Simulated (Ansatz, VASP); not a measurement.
## ZnSe: VASP beside Ansatz

File INCAR:

```
PREC = Accurate
ENCUT = 520
EDIFF = 1E-7
ISMEAR = -1
SIGMA = 0.03
LREAL = False
LASPH = True
NELM = 80
ALGO = Normal
ISIF = 2
LWAVE = False
LCHARG = False
GGA = PE
NBANDS = 16
```

The input KPOINTS:

```
regular mesh
0
Gamma
  8 8 8
```

The input POSCAR:

```
ZnSe
1.0
    0.0000000000      2.7771240000      2.8338000000
    2.7771240000      0.0000000000      2.8338000000
    2.7771240000      2.7771240000      0.0000000000
Zn Se
1 1
Direct
    0.0000000000      0.0000000000      0.0000000000
    0.7500000000      0.7500000000      0.7500000000
```

Input for Ansatz:

```yaml
crystal:
  lattice:
    - [0.0, 2.777124, 2.8338]
    - [2.777124, 0.0, 2.8338]
    - [2.777124, 2.777124, 0.0]
  atoms:
    - { symbol: Zn, position: [0.0, 0.0, 0.0] }
    - { symbol: Se, position: [0.75, 0.75, 0.75] }
kpoints:
  mp_grid: { grid: [8, 8, 8] }
  band_path:
    path:
      - [0.0, 0.0, 0.0]
      - [0.5, 0.0, 0.5]
      - [0.75, 0.25, 0.5]
      - [0.5, 0.5, 0.5]
      - [0.0, 0.0, 0.0]
      - [0.5, 0.5, 0.0]
      - [0.62995, 0.62995, 0.2599]
      - [0.37005, 0.37005, 0.7401]
      - [0.0, 0.0, 0.0]
    npoints: 5
scf:
  occupations: { method: fermi_dirac, width: 0.03 }
hamiltonian:
  xc: pbe
  pseudopotentials: { kind: all_electron, lapw: { basis_error: 0.001 } }
output:
  forces: true
  stress: true
  eigenvalues: true
```

Change from the starting cell: equal xx and yy strain of -2 %.

Alike in both runs: task single point; functional PBE; k mesh 8 × 8 × 8; occupations fermi-dirac, width 0.03 eV; no spin polarisation.

```csv
,VASP,Ansatz
version,VASP 6.6.1,Ansatz 0.2.0
potentials or method,"VASP PAW PBE potentials, release 64 (Zn, Se)","all-electron LAPW, scalar-relativistic"
plane-wave cutoff (eV),520,see its input
```

|  | VASP | Ansatz | Ansatz less VASP |
| --- | --- | --- | --- |
| gap on the k mesh at the Fermi level (eV) | 1.43 | 1.43 | -0.001 |
| pressure (GPa) | 5.3 | 5.0 | -0.26 |
| largest component of the traceless stress (GPa) | 0.45 | 0.46 | +0.005 |

Ansatz ran all-electron here, so the differences hold the error of VASP's frozen core and of both bases.
